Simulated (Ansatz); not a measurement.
SiNi:

```xyz
4
Lattice="2.9428 0.0000 0.0000 0.0000 3.2803 0.0000 0.0000 0.0000 4.6774" Properties=species:S:1:pos:R:3 pbc="T T T"
Ni    1.4714    1.6402    1.6020
Ni    0.0000    0.0000    3.0754
Si    1.4714    1.6402    3.9438
Si    0.0000    0.0000    0.7337
```

The cell is a database's computed one.

* Program: Ansatz 0.2.0
* Task: relaxation of cell and atoms
* Functional: PBE
* Potentials or basis: Ansatz PAW
* Cutoff: 420 eV (not typed: the program's choice for these potentials)
* k mesh: 9 × 8 × 6
* Occupations: fermi-dirac, width 0.05 eV
* Spin: collinear spin, ferromagnetic start
* Starting moments: [1.0, 1.0, 0.0, 0.0] μB

At the start: volume 11.29 Å³/atom.

**Question.** How do energy, volume and symmetry change on relaxing?

**Answer.** It ends after 8 steps and the volume is 11.71 Å³/atom (+3.7 %); space group Pmmn (No. 59, to 0.05 Å); moment 0.00 μB per cell.

The path:
```
step  energy change (eV)  largest force (eV/Å)  volume (Å³)
   1              0.0000                0.0540        45.15
   2             -0.0265                0.0525        46.07
   3             -0.0332                0.0188        46.77
   4             -0.0333                0.0091        46.82
   5             -0.0333                0.0048        46.83
   6             -0.0338                0.0047        46.83
   7             -0.0338                0.0005        46.82
   8             -0.0338                0.0005        46.82
```

Final structure:
```
Ni Si
1.0
     2.99757    0.00000    0.00000
     0.00000    3.31904    0.00000
     0.00000    0.00000    4.70616
Ni Si
2 2
Cartesian
  1.4988 1.6595 1.6104
  0.0000 0.0000 3.0957
  1.4988 1.6595 3.9655
  0.0000 0.0000 0.7406
```

Caveat: the plane-wave basis is chosen anew once the cell has moved, so the energies of steps on either side of that aren't comparable; the starting moments weren't kept.
